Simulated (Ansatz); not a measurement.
Crystal: Mo.

```
Mo
1.0
    -1.58381    1.58381    1.58381
     1.58381   -1.58381    1.58381
     1.58381    1.58381   -1.58381
Mo
1
Cartesian
  0.0000 0.0000 0.0000
```

Base run:

```yaml
Program: Ansatz 0.2.0
Functional: PBEsol
Potentials_or_basis: Ansatz PAW
Cutoff: "420 eV (not typed: the program's choice for these potentials)"
k_mesh: 12 × 12 × 12
Occupations: fermi-dirac, width 0.05 eV
Spin: no spin polarisation
```

Its results: band gap on the k mesh none (metal or under the smearing width); pressure -9.6 GPa.

Question: The run is repeated on the same cell with these changes: functional from PBEsol to RPBE. What comes out?

Answer: Band gap on the k mesh none (metal or under the smearing width); pressure 1.6 GPa.

RPBE binds less tightly than PBEsol, so the same cell stands under more pressure.

Caveats: the PAW data sets come from PBE, with cores solved anew for the run's functional, which leaves a small shift of forces and pressure.
